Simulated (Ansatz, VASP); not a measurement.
ZrC in VASP and in Ansatz

```
CELL_PARAMETERS angstrom
0.00000 2.35500 2.35500
2.35500 0.00000 2.35500
2.35500 2.35500 0.00000
ATOMIC_POSITIONS crystal
Zr 0.00000 0.00000 0.00000
C 0.50000 0.50000 0.50000
```

Alike in both runs: task single point; functional LDA; k mesh 16 × 16 × 16; occupations fermi-dirac, width 0.15 eV; no spin polarisation.

```csv
,VASP,Ansatz
version,VASP 6.6.1,Ansatz 0.2.0
potentials or method,"VASP PAW LDA potentials, release 64 (Zr_sv, C)","scalar-relativistic, plane waves, PAW"
plane-wave cutoff (eV),520,420
valence electrons in the cell,16,16
```

VASP gave:

```
gap on the k mesh at the Fermi level (eV) : none
pressure (GPa)                            : -9.3
```

Problem. Which values does Ansatz return?

Solution. gap on the k mesh at the Fermi level (eV): none; pressure (GPa): -9.9.

A gap of «none» marks a metal or a gap that the smearing closes.
